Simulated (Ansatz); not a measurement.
The compound is IrCl2 (1T sheet).

The cell holds 3 atoms: 1 Ir and 2 Cl. Cell: a = 3.624 Å, b = 3.624 Å, c = 30.112 Å, α = 90.0°, β = 90.0°, γ = 120.0°. Vacuum lies along c.

```
Ir Cl
1.0
     0.00000    2.56291    2.56291
     2.56291   -2.56291    0.00000
    17.38504   17.38504  -17.38504
Ir Cl
1 2
Direct
  0.00000 0.00000 0.31808
  0.33333 0.66667 0.35687
  0.66667 0.33333 0.27929
```

The structure was relaxed with LDA. The structure was generated from a model, not taken from a measurement. The runs that relaxed it are not among those shown. The program's search for lower electronic states was switched off, so nothing shows that the state found is the lowest. Spin-orbit coupling is left out unless a run names it. PAW set soft_2, made with PBE.

A constrained-RPA run (Ansatz 0.2.0; non-magnetic LDA; Ir eg, bands v1 to c1, 6×6×1 mesh, medium accuracy) builds 2 functions on bands 0.97 eV wide, with 1.0 electrons in the window. The bare on-site interaction is 9.3 eV and the bare J 0.43 eV.

Question: What U and J survive the screening?

On the Ir eg shell, U = 2.66 eV (29 % of the bare value), U′ = 2.16 eV, J = 0.25 eV.

The parent state is non-magnetic and the interaction static (zero frequency); U depends on the window and the orbitals, so it belongs to this model alone. Spin-orbit coupling, which is strong for atoms this heavy, is left out.

[Paths, hosts, dates, memory and timing lines, banners, echoed tables and standing remarks are left out of the program output.]

[Logs are printed without paths, hosts, clocks, repeated set-up lines and the standing remarks that a program may print on its own settings, such as how far it seeks lower states.]

[Runs of the session that timed out or met a known fault of the program may be left out.]

[Hosts, paths, dates, database ids (printed as entryN), source tags and the programs' standing remarks are cut or masked in the printed files.]
